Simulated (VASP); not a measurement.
Here is a VASP 6.6.1 calculation.

Contents of run.py:

```python
from ase.calculators.vasp import Vasp
from ase.dft.bandgap import bandgap
from ase.spacegroup import crystal

atoms = crystal(
    ['Al'],
    basis=[[0.0, 0.0, 0.0]],
    spacegroup=229,
    setting=1,
    cellpar=[3.09520304, 3.09520304, 3.09520304, 90.0, 90.0, 90.0],
    primitive_cell=True,
)
calc = Vasp(
    directory='calc',
    xc='pbe0',
    pp='PBE',
    setups='recommended',
    pp_version='54',
    prec='Accurate',
    encut=520,
    ediff=1e-06,
    ismear=0,
    sigma=0.1,
    lreal=False,
    lasph=True,
    nelm=80,
    algo='Normal',
    isif=2,
    lwave=False,
    lcharg=False,
    precfock='Normal',
    hfrcut=-1,
    ivdw=21,
    kpts=[6, 6, 6],
    gamma=True,
)
atoms.calc = calc

print('energy (eV):', atoms.get_potential_energy())
print('free energy (eV):', atoms.get_potential_energy(force_consistent=True))
print('forces (eV/A):')
print(atoms.get_forces())
print('stress (eV/A^3, Voigt):', atoms.get_stress())
print('Fermi level (eV):', calc.get_fermi_level())
gap, top, bottom = bandgap(calc)
print('band gap (eV):', gap, 'from (spin, k, band)', top, 'to', bottom)
```

Potentials or basis: VASP PAW PBE potentials, release 54 (Al).

The run is started by

```console
$ python run.py
```

Problem. Predict the band gap on the k mesh.

Solution. None (metal or under the smearing width).

Problem. What does it give for the dispersion energy per atom?

Solution. -0.644 eV.

Problem. What does it give for the pressure?

Solution. 3.9 GPa.

Caveat: the k mesh is coarse (spacing up to 0.48 Å⁻¹), so the values aren't converged, least of all with exact exchange; the PAW data sets were made with another functional, which shifts forces and pressure a little; pairwise dispersion overbinds metals, which lowers pressure and volume.
